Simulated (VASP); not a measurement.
Input of a VASP 6.6.1 run:

The input INCAR:

```
SYSTEM = Ni
  PREC = Accurate
  ENCUT = 520
  EDIFF = 1E-7
  ISMEAR = 0
  SIGMA = 0.012
  LREAL = .False.
  LASPH = .True.
  NELM = 150
  ALGO = Normal
  ISIF = 2
  LWAVE = .False.
  LCHARG = .True.
  ISPIN = 2
  MAGMOM = 1
  LORBIT = 11
  LMAXMIX = 4
  GGA = PE
  LELF = .True.
  LVHAR = .True.
```

Contents of KPOINTS:

```
regular mesh
0
Gamma
  13 13 13
  0 0 0
```

File POSCAR:

```
Ni
1.0
    0.0000000000      1.7375729330      1.7375729330
    1.7375729330      0.0000000000      1.7375729330
    1.7375729330      1.7375729330      0.0000000000
Ni
1
Direct
    0.0000000000      0.0000000000      0.0000000000
```

Potentials or basis: VASP PAW PBE potentials, release 64 (Ni).

Command:

```sh
$ cat potpaw_PBE.64/Ni/POTCAR > POTCAR
$ mpirun -np 1 vasp_std > vasp.out
```

What does it give for the pressure?

7.8 GPa.

Estimate the net moment.

0.62 μB per cell.

Predict the site moments.

Ni +0.63 μB.

Estimate the band gap on the k mesh.

none (metal or under the smearing width).
